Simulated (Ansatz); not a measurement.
# NbP: the cost of one run

Program: Ansatz 0.2.0. Level of theory: DFT PBE, scalar-relativistic, plane waves, PAW. These are calculated values, not measurements.

4 further runs of the same task are left out: 4 set aside as unsound or not needed.

**1. The structure to begin with**

It takes space group I4_1md (No. 109, tetragonal). Conventional cell: a = 3.347 Å, b = 3.347 Å, c = 11.428 Å, α = 90.00°, β = 90.00°, γ = 90.00°. Around Nb (site symmetry 2mm) lie 6 P at 2.54 to 2.55 Å. P (site symmetry 2mm) has 6 Nb at 2.54 to 2.55 Å as nearest neighbours.

Coordinates:

```xyz
8
Lattice="3.3470 0.0000 0.0000 0.0000 3.3470 0.0000 0.0000 0.0000 11.4280" Properties=species:S:1:pos:R:3 pbc="T T T"
Nb    1.6735    1.6735    0.0004
Nb    0.0000    1.6735    8.5714
Nb    0.0000    0.0000    5.7144
Nb    1.6735    0.0000    2.8574
P     0.0000    0.0000    0.9439
P     1.6735    0.0000    9.5149
P     1.6735    1.6735    6.6579
P     0.0000    1.6735    3.8009
```

It goes back to an entry of the Materials Project.

The unstrained cell was computed beforehand with the same settings: E(σ→0) = -21240.1268 eV for 8 atoms, gap none (metal).

**2. Strain -1.0 %**

input.yaml

```yaml
crystal:
  lattice:
    - [3.3470468453, 0.0, 0.0]
    - [0.0, 3.3470468453, 0.0]
    - [0.0, 0.0, 11.3136848195]
  atoms:
    - { symbol: Nb, position: [0.5, 0.5, 3.46828e-05] }
    - { symbol: Nb, position: [0.0, 0.5, 0.7500346828] }
    - { symbol: Nb, position: [0.0, 0.0, 0.5000346828] }
    - { symbol: Nb, position: [0.5, 0.0, 0.2500346828] }
    - { symbol: P, position: [0.0, 0.0, 0.0825938922] }
    - { symbol: P, position: [0.5, 0.0, 0.8325938922] }
    - { symbol: P, position: [0.5, 0.5, 0.5825938922] }
    - { symbol: P, position: [0.0, 0.5, 0.3325938922] }
basis:
  ecutwfc: 420
kpoints:
  mp_grid: { grid: [10, 10, 4] }
hamiltonian:
  xc: pbe
scf:
  occupations: { method: gaussian, width: 0.1 }
output:
  forces: true
  stress: true
  eigenvalues: true
relax:
  adjacent_minimum: "off"
  f_tol: 0.008
  max_steps: 40
```

Command:

```sh
ansatz run input.yaml --threads 1 --pin off --max-ram 2560MiB --backend cpu --events-out ev --progress --plain --runs-dir out
```

What time and memory should one allow on 1 thread of AMD EPYC 7R43 (Zen 3), shared host?

About 99 s, with a peak of 0.57 GiB.
